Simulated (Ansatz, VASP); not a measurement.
**Two plane-wave programs on Sc**

File INCAR:

```
  PREC = Accurate
  ENCUT = 520
  EDIFF = 1E-7
  ISMEAR = -1
  SIGMA = 0.1
  LREAL = False
  LASPH = True
  NELM = 80
  ALGO = Normal
  ISIF = 2
  LWAVE = False
  LCHARG = False
  GGA = RP
  NBANDS = 24
```

KPOINTS

```
regular mesh
0
Gamma
  8 8 11
```

File POSCAR:

```
Sc
1.0
    5.4160649967      0.0000000000      0.0000000000
   -2.7080324984      4.6904498757      0.0000000000
    0.0000000000      0.0000000000      3.3795231834
Sc
3
Direct
    0.0000000000      0.0000000000      0.0000000000
    0.3333333333      0.6666666667      0.5000000000
    0.6666666667      0.3333333333      0.5000000000
```

Input for Ansatz:

```yaml
crystal:
  lattice:
    - [5.4160649967, 0.0, 0.0]
    - [-2.7080324984, 4.6904498757, 0.0]
    - [0.0, 0.0, 3.3795231834]
  atoms:
    - { symbol: Sc, position: [0.0, 0.0, 0.0] }
    - { symbol: Sc, position: [0.3333333333, 0.6666666667, 0.5] }
    - { symbol: Sc, position: [0.6666666667, 0.3333333333, 0.5] }
hamiltonian:
  xc: rpbe
  pseudopotentials:
    kind: paw
    azcp:
      Sc: "pseudopotentials/Sc.paw.azcp"
basis:
  ecutwfc: 420
  fft_grid_basis: typed
kpoints:
  mp_grid: { grid: [8, 8, 11], shift: [0, 0, 0] }
magnetization:
  spin_polarized: false
scf:
  occupations: { method: fermi_dirac, width: 0.1 }
  lower_state_search: "off"
output:
  stress: true
```

Alike in both runs: task single point; functional RPBE; k mesh 8 × 8 × 11; occupations fermi-dirac, width 0.1 eV; no spin polarisation.

```csv
,VASP,Ansatz
version,VASP 6.6.1,Ansatz 0.2.0
potentials or method,"VASP PAW PBE potentials, release 64 (Sc_sv)","plane waves (420 eV) with PAW, scalar-relativistic"
plane-wave cutoff (eV),520,420
valence electrons in the cell,33,33
```

|  | VASP | Ansatz | Ansatz less VASP |
| --- | --- | --- | --- |
| pressure (GPa) | -4.6 | -4.6 | -0.02 |
| largest component of the traceless stress (GPa) | 0.16 | 0.16 | 0.000 |

Caveats: the PAW data sets were made with another functional, which shifts forces and pressure a little (VASP).
